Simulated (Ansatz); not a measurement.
# ZnSe (Stilleite): the cost of one run

All numbers are computed with Ansatz 0.2.0 through its Python package. Level of theory: DFT PBEsol, plane waves, PAW.

### Step 1. Starting point

It takes space group F-43m (No. 216, cubic). The conventional cell has a = 5.668 Å, b = 5.668 Å, c = 5.668 Å, α = 90.00°, β = 90.00°, γ = 90.00°. Zn (site symmetry -43m) has 4 Se at 2.45 Å as nearest neighbours. Se (site symmetry -43m) has 4 Zn at 2.45 Å as nearest neighbours.

The script holds or builds the structure itself.

### Step 2. The code

phonons_znse.py reads:

```python
"""Lattice dynamics of ZnSe in a supercell."""

from pathlib import Path
import warnings

import ansatz as az
import numpy as np
from pymatgen.core import Lattice, Structure
from pymatgen.io.ase import AseAtomsAdaptor

warnings.simplefilter("ignore", az.DeckWarning)

pmg_structure = Structure(
    Lattice([(0.0, 2.8338, 2.8338), (2.8338, 0.0, 2.8338), (2.8338, 2.8338, 0.0)]),
    ["Zn", "Se"],
    [
        (0.0, 0.0, 0.0),
        (0.25, 0.25, 0.25),
    ],
)
znse = az.Crystal.from_ase(AseAtomsAdaptor.get_atoms(pmg_structure))
path = [
    ("K", (-0.375, 0.0, 0.375)),
    ("G", (0.0, 0.0, 0.0)),
    ("L", (0.0, 0.0, 0.5)),
    ("W", (-0.5, -0.25, 0.25)),
    ("X", (-0.5, -0.5, 0.0)),
]

# the k mesh has to be a multiple of the supercell
model = (
    znse.calculation()
    .basis(630)  # cutoff of the orbital basis
    .scf(tolerance=1e-07, max_iterations=200)
    .initial_density(normalization="atom")
    .functional("pbesol")
    .occupations(az.OccupationsMethod.FIXED)  # whole-number filling, right only where there is a gap
    .kpoints(6, 6, 6)
    .phonons("fd", supercell=2, path=[q for _, q in path], intervals=4, temperatures=(100, 900, 200))
)
outcome = model.run(runs_dir="out")
folder = Path(outcome.output_folder) / "results"
ph = outcome.phonons

for mode, w in enumerate(ph.gamma_omega_inv_cm, start=1):
    print(f"Gamma mode {mode:2d}: {w:8.1f} 1/cm  {w / 33.35641:7.3f} THz")
print(f"{ph.n_members} displaced supercells, sum-rule residual {ph.asr_residual_pre_ev_ang2:.1e} eV/A^2")
table = np.loadtxt(folder / "phbands.tsv", comments="#")
n_modes = len(ph.gamma_omega_inv_cm)
omega = table[:, 1 : 1 + n_modes]
print("q distance and wavenumbers (1/cm)")
for row in table[::2]:
    print(f"{row[0]:7.3f}", " ".join(f"{v:7.1f}" for v in row[1 : 1 + n_modes]))
# a negative number stands for an imaginary frequency
print(f"lowest {omega.min():.1f}, highest {omega.max():.1f} 1/cm on the path;", "unstable" if omega.min() < -10 else "no imaginary branch")
sums = ph.harmonic_sums
print(f"zero-point energy {1000 * sums.zero_point_energy_ev:.2f} meV per cell")
t, f_vib = np.asarray(sums.temperatures_k), np.asarray(sums.vibrational_free_energy_ev)
for temperature, value in zip(t, f_vib):
    print(f"T = {temperature:6.0f} K   F_vib = {1000 * value:9.2f} meV per cell")
```

### Step 3. The calls as engine input

The engine receives this input:

```yaml
crystal:
  lattice:
    - [0.0, 2.8338, 2.8338]
    - [2.8338, 0.0, 2.8338]
    - [2.8338, 2.8338, 0.0]
  atoms:
    - { symbol: Zn, position: [0.0, 0.0, 0.0] }
    - { symbol: Se, position: [0.25, 0.25, 0.25] }
basis:
  ecutwfc: 630.0
kpoints:
  mp_grid:
    grid: [6, 6, 6]
hamiltonian:
  xc: pbesol
scf:
  max_iter: 200
  convergence:
    dr2_threshold: 1.0e-07
  occupations:
    method: fixed
  initial_density:
    normalization: atom
phonons:
  method: fd
  supercell: [2, 2, 2]
  qpath:
    path:
      - [-0.375, 0.0, 0.375]
      - [0.0, 0.0, 0.0]
      - [0.0, 0.0, 0.5]
      - [-0.5, -0.25, 0.25]
      - [-0.5, -0.5, 0.0]
    npoints: 4
  temperatures:
    t_min: 100.0
    t_max: 900.0
    t_step: 200.0
```

### Step 4. Running it

Launch:

```sh
$ python phonons_znse.py
```

What time and memory should one allow on 1 thread of Intel Xeon 6975P-C (Granite Rapids), shared host?

About 2.4 min, with a peak of 1.5 GiB.
